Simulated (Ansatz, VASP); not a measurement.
MgS: VASP beside Ansatz

```
Mg S
1.0
     0.05684    2.60152    2.60152
     2.60152    0.05684    2.60152
     2.65836    2.65836    0.00000
Mg S
1 1
Direct
  0.00000 0.00000 0.00000
  0.50000 0.50000 0.50000
```

Change from the starting cell: shear_xy strain +4.4%.

Alike in both runs: task single point; functional HSE06; k mesh 6 × 6 × 6; no spin polarisation.

|  | VASP | Ansatz |
| --- | --- | --- |
| version | VASP 6.6.1 | Ansatz 0.2.0 |
| potentials or method | VASP PAW PBE potentials, release 64 (Mg, S) | plane waves, PAW |
| plane-wave cutoff (eV) | 520 | 420 |
| occupations | gaussian, width 0.01 eV | fixed |
| valence electrons in the cell | 8 | 16 |

```csv
,VASP,Ansatz,Ansatz less VASP
gap on the k mesh at the Fermi level (eV),3.46,3.51,+0.050
pressure (GPa),-0.7,-0.4,+0.32
largest component of the traceless stress (GPa),2.55,2.55,+0.002
```

The two sets of potentials don't hold the same shells in valence. Ansatz warned: «stress_exchange_threshold_loose».

Caveats: the PAW data sets were made with another functional, which shifts forces and pressure a little (VASP). A k mesh can miss the band edges.
